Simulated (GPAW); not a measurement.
## Rh: band structure with PBEsol

Crystal: Rh.

```
CELL_PARAMETERS angstrom
0.00000 1.89785 1.89785
1.89785 0.00000 1.89785
1.89785 1.89785 0.00000
ATOMIC_POSITIONS crystal
Rh 0.00000 0.00000 0.00000
```

```json
{"Program": "GPAW 26.7.0", "Task": "band structure", "Functional": "PBEsol", "Potentials or basis": "PAW data sets generated in the run's folder for this functional", "Cutoff": "600 eV", "Basis": "pw", "k mesh": "12 × 12 × 12", "Occupations": "fermi-dirac, width 0.05 eV", "Spin": "spin-orbit coupling, no magnetisation", "Maxiter": "150", "Band path": "GXWKGLUWLK,UX", "Band points": "80", "spin axis theta (degrees)": "54.7", "spin axis phi (degrees)": "45", "Soc after scf": "second variation"}
```

The pressure is -1.4 GPa and the band gap along the path is none (metal or under the smearing width).

Levels at the corners of the path, in eV from the Fermi level:
```tsv
point	band 11	band 12	band 13	band 14	band 15	band 16	band 17	band 18
Γ	-3.25	-3.25	-2.99	-2.99	-1.01	-1.01	-1.01	-1.01
X	0.49	0.49	0.86	0.86	1.12	1.12	3.18	3.18
W	-3.85	-3.85	-1.24	-1.24	0.97	0.97	9.50	9.50
K	-2.12	-2.12	-0.73	-0.73	0.36	0.36	7.86	7.86
Γ	-3.25	-3.25	-2.99	-2.99	-1.01	-1.01	-1.01	-1.01
L	-3.09	-3.09	0.46	0.46	0.64	0.64	0.65	0.65
U	-2.12	-2.12	-0.73	-0.73	0.36	0.36	7.86	7.86
W	-3.85	-3.85	-1.24	-1.24	0.97	0.97	9.50	9.50
L	-3.09	-3.09	0.46	0.46	0.64	0.64	0.65	0.65
K	-2.12	-2.12	-0.73	-0.73	0.36	0.36	7.86	7.86
U	-2.12	-2.12	-0.73	-0.73	0.36	0.36	7.86	7.86
X	0.49	0.49	0.86	0.86	1.12	1.12	3.18	3.18
```

Wall time 24 s on 1 thread of Intel(R) Xeon(R) Platinum 8259CL CPU @ 2.50GHz (Skylake/Cascade Lake), on a shared host, peak memory 0.24 GiB.

Caveat: spin-orbit coupling was added after a scalar SCF, so levels and gaps hold it while energy, forces, pressure and moments don't; this program's spin-orbit splittings come out too wide for heavy elements.
